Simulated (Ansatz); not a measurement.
# Cu in Ansatz: convergence with k mesh

The system is Cu.

```
Cu
1.0
     1.21846   -3.97638    0.00000
     1.21846    3.97638    0.00000
     0.00000    0.00000    2.47550
Cu
2
Direct
  0.86613 0.13387 0.75000
  0.13387 0.86613 0.25000
```

This isn't the form of Cu at room conditions, which is fcc.

| Quantity | Value |
| --- | --- |
| Program | Ansatz 0.2.0 |
| Task | convergence study |
| Functional | PBE |
| Potentials or basis | Ansatz PAW earlier set |
| Cutoff | 1050 eV |
| Density cutoff | 4200 eV |
| k mesh | 3 × 3 × 3 |
| Occupations | methfessel-paxton, width 0.1 eV |
| Spin | no spin polarisation |

These are the settings of the first run; the series varies k mesh, with any setting tied to it.

Hardware: 2 threads of Arm Neoverse V1, with other jobs on the host.

Task: The values tried are 3 × 3 × 3, 4 × 4 × 4, 5 × 5 × 5, 6 × 6 × 6, 8 × 8 × 8, 10 × 10 × 10, 13 × 13 × 12, 15 × 15 × 15, 18 × 18 × 17, loosest first. From which on does the pressure stay within 0.1 GPa of the tightest run that finished?

Result: From 15 × 15 × 15 on.

| k mesh | energy less the tightest run, at zero smearing (meV/atom) | pressure (GPa) | largest force (eV/Å) | SCF cycles | CPU time (s) | peak memory (GiB) |
| --- | --- | --- | --- | --- | --- | --- |
| 3 × 3 × 3 | -106.80 | 6.01 | 0.144 | 8 | 1.6 | 0.33 |
| 4 × 4 × 4 | 50.00 | 6.40 | 0.146 | 8 | 3.1 | 0.36 |
| 5 × 5 × 5 | -7.85 | 6.58 | 0.048 | 7 | 4 | 0.37 |
| 6 × 6 × 6 | 13.26 | 6.57 | 0.051 | 8 | 8.6 | 0.4 |
| 8 × 8 × 8 | 10.86 | 6.49 | 0.042 | 8 | 15 | 0.47 |
| 10 × 10 × 10 | 1.15 | 6.42 | 0.045 | 8 | 23 | 0.57 |
| 13 × 13 × 12 | 0.32 | 6.52 | 0.037 | 8 | 42 | 0.77 |
| 15 × 15 × 15 | -0.14 | 6.63 | 0.043 | 8 | 62 | 0.99 |
| 18 × 18 × 17 | 0.00 | 6.64 | 0.040 | 8 | 100 | 1.4 |

Against the tightest run, the energy stays within 1 meV/atom from 13 × 13 × 12 on; the largest force stays within 0.005 eV/Å from 13 × 13 × 12 on. Meshes of other sizes hit other points, so gaps and Fermi surfaces needn't settle smoothly. The tightest run that finished is the yardstick and may itself not be fully converged.
